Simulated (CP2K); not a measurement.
# TiAl (P-6m2) in CP2K: band structure with r2SCAN

Aim: the band structure of TiAl with r2SCAN.

Everything below comes from runs of CP2K 2026.2. Logs are shortened: lines on timing, memory, paths and dates and some standing lists are left out, and cuts for length are marked.

### Step 1. The crystal as given

The structure is hexagonal, space group P-6m2 (No. 187). The conventional cell has a = 2.867 Å, b = 2.867 Å, c = 4.678 Å, α = 90.00°, β = 90.00°, γ = 120.00°. Around Ti (site symmetry -6m2) lie 6 Al at 2.87 Å and 6 Ti at 2.87 Å. Al (site symmetry -6m2) is surrounded by 6 Ti at 2.87 Å and 6 Al at 2.87 Å.

The cell comes from a database or a generator and needn't be the stable form of this composition.

### Step 2. Band structure, r2SCAN

File tial_bands.inp:

```
&GLOBAL
  PROJECT tial_bands
  RUN_TYPE ENERGY_FORCE
  PRINT_LEVEL LOW
&END GLOBAL
&FORCE_EVAL
  METHOD QS
  STRESS_TENSOR ANALYTICAL
  &DFT
    BASIS_SET_FILE_NAME BASIS_MOLOPT_UZH
    POTENTIAL_FILE_NAME POTENTIAL_UZH
    &MGRID
      CUTOFF 675
      REL_CUTOFF 60
      NGRIDS 4
    &END MGRID
    &QS
      METHOD GPW
      EPS_DEFAULT 1.0E-9
    &END QS
    &KPOINTS
      SCHEME MONKHORST-PACK 11 11 6
      GAMMA_CENTERED T
      SYMMETRY T
      SYMMETRY_BACKEND SPGLIB
    &END KPOINTS
    &SCF
      SCF_GUESS ATOMIC
      EPS_SCF 1.0E-6
      MAX_SCF 100
      ADDED_MOS 13
      CHOLESKY OFF
      EPS_EIGVAL 1.0E-7
      &DIAGONALIZATION ON
        ALGORITHM STANDARD
      &END DIAGONALIZATION
      &MIXING ON
        METHOD BROYDEN_MIXING
        ALPHA 0.4
        BETA 1.5
        NBUFFER 8
      &END MIXING
      &SMEAR ON
        METHOD FERMI_DIRAC
        ELECTRONIC_TEMPERATURE [K] 1160.452
      &END SMEAR
    &END SCF
    &XC
      &XC_FUNCTIONAL
        &MGGA_X_R2SCAN
        &END MGGA_X_R2SCAN
        &MGGA_C_R2SCAN
        &END MGGA_C_R2SCAN
      &END XC_FUNCTIONAL
    &END XC
    &PRINT
      &KPOINTS ON
      &END KPOINTS
      &MULLIKEN ON
      &END MULLIKEN
      &MO ON
        ENERGIES T
        OCCUPATION_NUMBERS T
        &EACH
          QS_SCF 0
        &END EACH
        ADD_LAST NUMERIC
      &END MO
      &BAND_STRUCTURE
        FILE_NAME bands.bs
        ADDED_MOS 4
        &KPOINT_SET
          UNITS B_VECTOR
          NPOINTS 8
          SPECIAL_POINT GAMMA 0.00000000 0.00000000 0.00000000
          SPECIAL_POINT M 0.50000000 0.00000000 0.00000000
          SPECIAL_POINT K 0.33333333 0.33333333 0.00000000
          SPECIAL_POINT GAMMA 0.00000000 0.00000000 0.00000000
          SPECIAL_POINT A 0.00000000 0.00000000 0.50000000
          SPECIAL_POINT L 0.50000000 0.00000000 0.50000000
          SPECIAL_POINT H 0.33333333 0.33333333 0.50000000
          SPECIAL_POINT A 0.00000000 0.00000000 0.50000000
        &END KPOINT_SET
        &KPOINT_SET
          UNITS B_VECTOR
          NPOINTS 8
          SPECIAL_POINT L 0.50000000 0.00000000 0.50000000
          SPECIAL_POINT M 0.50000000 0.00000000 0.00000000
        &END KPOINT_SET
        &KPOINT_SET
          UNITS B_VECTOR
          NPOINTS 8
          SPECIAL_POINT K 0.33333333 0.33333333 0.00000000
          SPECIAL_POINT H 0.33333333 0.33333333 0.50000000
        &END KPOINT_SET
      &END BAND_STRUCTURE
    &END PRINT
  &END DFT
  &SUBSYS
    &CELL
      ABC 2.8672622327 2.8672622326 4.6780830000
      ALPHA_BETA_GAMMA 90.0000000000 90.0000000000 119.9999999994
      PERIODIC XYZ
    &END CELL
    &COORD
      SCALED
      Ti  0.0000000000 0.0000000000 0.0000000000
      Al  0.3333333333 0.6666666667 0.5000000000
    &END COORD
    &KIND Ti
      BASIS_SET TZVP-MOLOPT-SCAN-GTH-q12
      POTENTIAL GTH-SCAN-q12
    &END KIND
    &KIND Al
      BASIS_SET TZVP-MOLOPT-SCAN-GTH-q3
      POTENTIAL GTH-SCAN-q3
    &END KIND
    &PRINT
      &ATOMIC_COORDINATES ON
      &END ATOMIC_COORDINATES
      &CELL ON
      &END CELL
    &END PRINT
  &END SUBSYS
  &PRINT
    &FORCES ON
    &END FORCES
    &STRESS_TENSOR ON
    &END STRESS_TENSOR
  &END PRINT
&END FORCE_EVAL
```

Potentials or basis: POTENTIAL_UZH Ti GTH-SCAN-q12, Al GTH-SCAN-q3; TZVP-MOLOPT-SCAN-GTH basis.

On the command line:

```
OMP_NUM_THREADS=1 cp2k.psmp -i tial_bands.inp -o tial_bands.out
```

tial_bands.out:

```text

 CP2K| version string:                                       CP2K version 2026.2
 CP2K| Input file name                                            tial_bands.inp

 GLOBAL| Force Environment number                                              1
 GLOBAL| Basis set file name                                    BASIS_MOLOPT_UZH
 GLOBAL| Potential file name                                       POTENTIAL_UZH
 GLOBAL| MM Potential file name                                     MM_POTENTIAL
 GLOBAL| Coordinate file name                                      __STD_INPUT__
 GLOBAL| Method name                                                        CP2K
 GLOBAL| Project name                                                 tial_bands
 GLOBAL| Run type                                                   ENERGY_FORCE
 GLOBAL| FFT library                                                       FFTW3
 GLOBAL| Diagonalization library                                       ScaLAPACK
 GLOBAL| Cholesky decomposition library                                ScaLAPACK
 GLOBAL| DGEMM library                                                      BLAS
 GLOBAL| Direct generalized diagonalization requested                          F
 GLOBAL| Matrix multiplication library                                 ScaLAPACK
 GLOBAL| Global print level                                                  LOW
 GLOBAL| Total number of message passing processes                             1
 GLOBAL| Number of threads for this process                                    1
 GLOBAL| CPU model name                                                  UNKNOWN

 CELL| Volume [angstrom^3]:                                            33.306836
 CELL| Vector a [angstrom]:       2.867     0.000     0.000   |a| =     2.867262
 CELL| Vector b [angstrom]:      -1.434     2.483     0.000   |b| =     2.867262
 CELL| Vector c [angstrom]:       0.000     0.000     4.678   |c| =     4.678083
 CELL| Angle (b,c), alpha [degree]:                                    90.000000
 CELL| Angle (a,c), beta  [degree]:                                    90.000000
 CELL| Angle (a,b), gamma [degree]:                                   120.000000
 CELL| Numerically orthorhombic:                                              NO
 CELL| Periodicity                                                           XYZ

 CELL_REF| Volume [angstrom^3]:                                        33.306836
 CELL_REF| Vector a [angstrom     2.867     0.000     0.000   |a| =     2.867262
 CELL_REF| Vector b [angstrom    -1.434     2.483     0.000   |b| =     2.867262
 CELL_REF| Vector c [angstrom     0.000     0.000     4.678   |c| =     4.678083
 CELL_REF| Angle (b,c), alpha [degree]:                                90.000000
 CELL_REF| Angle (a,c), beta  [degree]:                                90.000000
 CELL_REF| Angle (a,b), gamma [degree]:                               120.000000
 CELL_REF| Numerically orthorhombic:                                          NO
 CELL_REF| Periodicity                                                       XYZ

[... 8 lines left out ...]
 TOTAL NUMBERS AND MAXIMUM NUMBERS

  Total number of            - Atomic kinds:                                   2
                             - Atoms:                                          2
                             - Shell sets:                                     2
                             - Shells:                                        18
                             - Primitive Cartesian functions:                 10
                             - Cartesian basis functions:                     59
                             - Spherical basis functions:                     52

  Maximum angular momentum of- Orbital basis functions:                        3
                             - Local part of the GTH pseudopotential:          2
                             - Non-local part of the GTH pseudopotential:      3

 MODULE QUICKSTEP: ATOMIC COORDINATES IN ANGSTROM

   Atom Kind Element         X             Y             Z       Z(eff)     Mass
      1    1 Ti   22      0.000000      0.000000      0.000000  12.0000  47.8670
      2    2 Al   13     -0.000000      1.655415      2.339041   3.0000  26.9815

 SCF PARAMETERS         Density guess:                                    ATOMIC
                        --------------------------------------------------------
                        max_scf:                                             100
                        max_scf_history:                                       0
                        max_diis:                                              4
[... 5 lines left out ...]
                        --------------------------------------------------------
                        level_shift [a.u.]:                             0.000000
                        added MOs                                        13    0
                        --------------------------------------------------------
[... 63 lines left out ...]
 [... further k-points ...]
 *******************************************************************************

 Extrapolation method: initial_guess

 Number of electrons:                                                         15
 Number of occupied orbitals:                                                  8
 Number of molecular orbitals:                                                21

 Number of orbital functions:                                                 52
 Number of independent orbital functions:                                     52

 SCF WAVEFUNCTION OPTIMIZATION

  Step     Update method      Time    Convergence         Total energy    Change
  ------------------------------------------------------------------------------
     1 NoMix/Diag. 0.40E+00    6.5     1.14378762       -60.5275139913 -6.05E+01
     2 Broy./Diag. 0.40E+00    7.0     0.07339156       -60.6982952824 -1.71E-01
     3 Broy./Diag. 0.40E+00    7.0     0.06121908       -60.2405425801  4.58E-01
     4 Broy./Diag. 0.40E+00    7.0     0.09402452       -59.9677075263  2.73E-01
     5 Broy./Diag. 0.40E+00    6.9     0.02160038       -60.1264520420 -1.59E-01
     6 Broy./Diag. 0.40E+00    7.0     0.00310769       -60.0272497229  9.92E-02
     7 Broy./Diag. 0.40E+00    7.0     0.00153559       -60.0252500777  2.00E-03
     8 Broy./Diag. 0.40E+00    7.0     0.00125535       -60.0312642715 -6.01E-03
     9 Broy./Diag. 0.40E+00    7.0     0.00016966       -60.0314523047 -1.88E-04
    10 Broy./Diag. 0.40E+00    7.0     0.00014772       -60.0319460008 -4.94E-04
    11 Broy./Diag. 0.40E+00    7.0     0.00005676       -60.0312991894  6.47E-04
    12 Broy./Diag. 0.40E+00    7.0     0.00003560       -60.0311963662  1.03E-04
    13 Broy./Diag. 0.40E+00    7.0     0.00000447       -60.0311979584 -1.59E-06
    14 Broy./Diag. 0.40E+00    7.0     0.00000235       -60.0311743157  2.36E-05
    15 Broy./Diag. 0.40E+00    7.0     0.00000031       -60.0311823918 -8.08E-06

  *** SCF run converged in    15 steps ***

  Electronic density on regular grids:        -14.9999999898        0.0000000102
  Core density on regular grids:               14.9999999880       -0.0000000120
  Total charge density on r-space grids:       -0.0000000019
  Total charge density g-space grids:          -0.0000000019

  Overlap energy of the core charge distribution:               0.00000000000000
  Self energy of the core charge distribution:               -111.69999891465108
  Core Hamiltonian energy:                                     28.06348509629131
  Hartree energy:                                              31.72141828100749
  Exchange-correlation energy:                                 -8.11337597737852
  Electronic entropic energy:                                  -0.00271087649852
  Fermi energy:                                                 0.31809393236047

  Total energy:                                               -60.03118239179846
  Total energy (extrapolated to T->0):                        -60.02982695354920

 MO| EIGENVALUES AND OCCUPATION NUMBERS FOR K POINT 1
 MO|
 MO|  Index      Eigenvalue [a.u.]        Eigenvalue [eV]             Occupation
 MO|      1              -1.840913             -50.093778               2.000000
 MO|      2              -0.943549             -25.675287               2.000000
 MO|      3              -0.933614             -25.404917               2.000000
 MO|      4              -0.928056             -25.253687               2.000000
 MO|      5               0.185808               5.056101               2.000000
 MO|      6               0.206901               5.630049               2.000000
[... 364 lines left out ...]
 MO|     20               1.096375              29.833875               0.000000
 MO|     21               1.143369              31.112647               0.000000
 MO| Sum:                                                              15.999479
 MO| E(Fermi):            0.318094 a.u.          8.655776 eV

 [... the levels of further k-points ...]

 !-----------------------------------------------------------------------------!
                     Mulliken Population Analysis

 #  Atom  Element  Kind  Atomic population                           Net charge
       1     Ti       1         11.958472                              0.041528
       2     Al       2          3.041528                             -0.041528
 # Total charge                             15.000000                  0.000000

 !-----------------------------------------------------------------------------!

 KPOINTS| Band Structure Calculation
 KPOINTS| Number of k-point sets                                               3
 KPOINTS| Number of added MOs/bands                                            4
 KPOINTS| Number of k-points in set    1                                      57
 KPOINTS| In units of b-vector [2pi/Bohr]
 KPOINTS| Special point     1       GAMMA     0.000000     0.000000     0.000000
 KPOINTS| Special point     2           M     0.500000     0.000000     0.000000
 KPOINTS| Special point     3           K     0.333333     0.333333     0.000000
 KPOINTS| Special point     4       GAMMA     0.000000     0.000000     0.000000
 KPOINTS| Special point     5           A     0.000000     0.000000     0.500000
 KPOINTS| Special point     6           L     0.500000     0.000000     0.500000
 KPOINTS| Special point     7           H     0.333333     0.333333     0.500000
 KPOINTS| Special point     8           A     0.000000     0.000000     0.500000
 KPOINTS| Number of k-points in set    2                                       9
 KPOINTS| In units of b-vector [2pi/Bohr]
 KPOINTS| Special point     1           L     0.500000     0.000000     0.500000
 KPOINTS| Special point     2           M     0.500000     0.000000     0.000000
 KPOINTS| Number of k-points in set    3                                       9
 KPOINTS| In units of b-vector [2pi/Bohr]
 KPOINTS| Special point     1           K     0.333333     0.333333     0.000000
 KPOINTS| Special point     2           H     0.333333     0.333333     0.500000

 ENERGY| Total FORCE_EVAL ( QS ) energy [hartree]            -60.031182889765368

 FORCES| Atomic forces [hartree/bohr]
 FORCES|   Atom     x               y               z               |f|
 FORCES|      1  1.15229565E-09 -1.98242052E-07 -1.24385041E-14   1.98245401E-07
 FORCES|      2 -1.27189025E-08  2.06077804E-07 -5.86699341E-16   2.06469930E-07
 FORCES| Sum    -1.15666069E-08  7.83575256E-09 -1.30252034E-14
 FORCES| Total atomic force                                       1.39708773E-08

 STRESS| Analytical stress tensor [bar]
 STRESS|                        x                   y                   z
 STRESS|      x       -2.58171853052E+03  -6.64411054002E-01   9.72864912416E-10
 STRESS|      y       -6.64411054002E-01  -2.57928665241E+03   2.28026941370E-09
 STRESS|      z        9.72864912416E-10   2.28026941370E-09  -2.50731341972E+04
 STRESS| 1/3 Trace                                            -1.00780464601E+04
 STRESS| Determinant                                          -1.66961792628E+11

 STRESS| Eigenvectors and eigenvalues of the analytical stress tensor [bar]
 STRESS|                        1                   2                   3
 STRESS| Eigenvalues  -2.50731341972E+04  -2.58188821400E+03  -2.57911696892E+03
 STRESS|      x          -0.000000000000      0.968901411356     -0.247447075295
 STRESS|      y          -0.000000000000      0.247447075295      0.968901411356
 STRESS|      z           1.000000000000      0.000000000000      0.000000000000
```

Wall time 2.2 min (1 thread of Arm Neoverse V2, shared host); peak memory 0.34 GiB.

What came out:

```
Free energy            : -1633.5316 eV
Pressure               : -1.0 GPa
Band gap on the k mesh : none (metal or under the smearing width)
Mulliken charges       : Ti +0.04; Al -0.04 e
```

Stress tensor (GPa, compression positive):
```
-0.26  0.00  0.00
 0.00 -0.26  0.00
 0.00  0.00 -2.51
```

Levels at the corners of the path, in eV from the Fermi level:
```
point  band 5  band 6  band 7  band 8  band 9  band 10
    Γ   -9.52   -2.47   -2.09    1.40    1.40     3.06
    M   -3.97   -3.04   -1.56   -1.03    2.36     4.16
    K   -2.13   -1.86   -1.84   -0.50    0.12     2.03
    Γ   -9.52   -2.47   -2.09    1.40    1.40     3.06
    A   -8.59   -5.68   -0.47    1.41    1.41     2.98
    L   -3.87   -2.62   -1.94    0.47    1.07     2.14
    H   -2.16   -1.96   -0.79   -0.73    0.00     1.40
    A   -8.59   -5.68   -0.47    1.41    1.41     2.98
    L   -3.87   -2.62   -1.94    0.47    1.07     2.14
    M   -3.97   -3.04   -1.56   -1.03    2.36     4.16
    K   -2.13   -1.86   -1.84   -0.50    0.12     2.03
    H   -2.16   -1.96   -0.79   -0.73    0.00     1.40
```

Caveat: Mulliken charges move with the basis; the basis of atomic orbitals isn't converged, which shifts pressures, moduli and gaps.
